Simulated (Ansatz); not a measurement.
Clusters are cut from relaxed bulk InSb (F-43m, 36.51 Å³/atom, gap on the mesh 0.00 eV) and relaxed in a periodic box with vacuum; the excess energy counts from that bulk. Caps count from half an H2 molecule.

Theory: Ansatz, DFT PBE, scalar-relativistic, plane waves, PAW.

Cutoff 420 eV, Gaussian smearing of 0.05 eV, energies at zero smearing, symmetry of each start kept, no spin polarisation.

```
                start atoms k mesh excess energy (eV per host atom) gap on the mesh (eV) highest filled level or Fermi level under vacuum (eV)
In2Sb2H10, sphere cut     14   1×1×1                             1.211                  3.86                                                   6.09
In3Sb3H14, sphere cut     20   1×1×1                             1.150                  3.66                                                   6.19
Sb5In5H18, sphere cut     28   1×1×1                             0.866                  3.36                                                   5.98
```

Spin-orbit coupling is left out, which matters for the bands of heavy elements.

Each run keeps its start's symmetry and one magnetic start, so lower states can exist.

Cost: 3 runs of about 26 core-minutes in all, on Arm Neoverse V2 (shared hosts).